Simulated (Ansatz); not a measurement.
# AlPt: relaxation of cell and atoms with PBEsol

AlPt:

```xyz
2
Lattice="3.0915 0.0000 0.0000 0.0000 3.0915 0.0000 0.0000 0.0000 3.0915" Properties=species:S:1:pos:R:3 pbc="T T T"
Pt    1.5458    1.5458    1.5458
Al    0.0000    0.0000    0.0000
```

Measurements of this composition are mostly on another form, of space group No. 198.

```
Program               : Ansatz 0.2.0
Task                  : relaxation of cell and atoms
Functional            : PBEsol
Potentials or basis   : Ansatz PAW
Cutoff                : 420 eV (not typed: the program's choice for these potentials)
k mesh                : 9 × 9 × 9
Occupations           : fermi-dirac, width 0.05 eV
Spin                  : no spin polarisation
Target pressure       : 2 GPa
Target pressure (GPa) : 2
```

* Relaxed volume: 14.19 Å³/atom
* Relaxed cell: a = 3.050 Å, b = 3.050 Å, c = 3.050 Å, α = 90.00°, β = 90.00°, γ = 90.00°
* Space group after relaxing (to 0.05 Å): Pm-3m (No. 221)
* Energy change on relaxing (the enthalpy is what falls): -7.4 meV/atom
* Ionic steps: 5
* Pressure after relaxing: 2.0 GPa
* Band gap on the k mesh: none (metal or under the smearing width)

Step by step:
```
step  energy change (eV)  largest force (eV/Å)  volume (Å³)
   1              0.0000                0.0000        29.55
   2              0.0143                0.0000        27.51
   3             -0.0158                0.0000        28.45
   4             -0.0151                0.0000        28.38
   5             -0.0148                0.0000        28.38
```

Final structure:
```cif
data_structure
_symmetry_space_group_name_H-M 'P 1'
_symmetry_Int_Tables_number 1
_cell_length_a 3.0504
_cell_length_b 3.0504
_cell_length_c 3.0504
_cell_angle_alpha 90.000
_cell_angle_beta 90.000
_cell_angle_gamma 90.000
_cell_volume 28.38
loop_
_atom_site_label
_atom_site_type_symbol
_atom_site_fract_x
_atom_site_fract_y
_atom_site_fract_z
_atom_site_occupancy
Pt1 Pt 0.50000 0.50000 0.50000 1
Al1 Al 0.00000 0.00000 0.00000 1
```

Levels at points of the mesh, in eV from the Fermi level:
| k point | band 7 | band 8 | band 9 | band 10 | band 11 | band 12 | band 13 | band 14 |
| --- | --- | --- | --- | --- | --- | --- | --- | --- |
| (0.00, 0.00, 0.00) | -5.88 | -2.71 | -2.71 | -2.71 | 3.95 | 3.95 | 3.95 | 9.17 |

Run time: 3.7 s on 2 threads of Arm Neoverse V1 (shared host), peak memory 0.29 GiB.

Caveat: the plane-wave basis is chosen anew once the cell has moved, so the energies of steps on either side of that aren't comparable; the PAW data sets come from PBE, with cores solved anew for the run's functional, which leaves a small shift of forces and pressure. The run has no spin-orbit coupling, so splittings on Pt are missing.
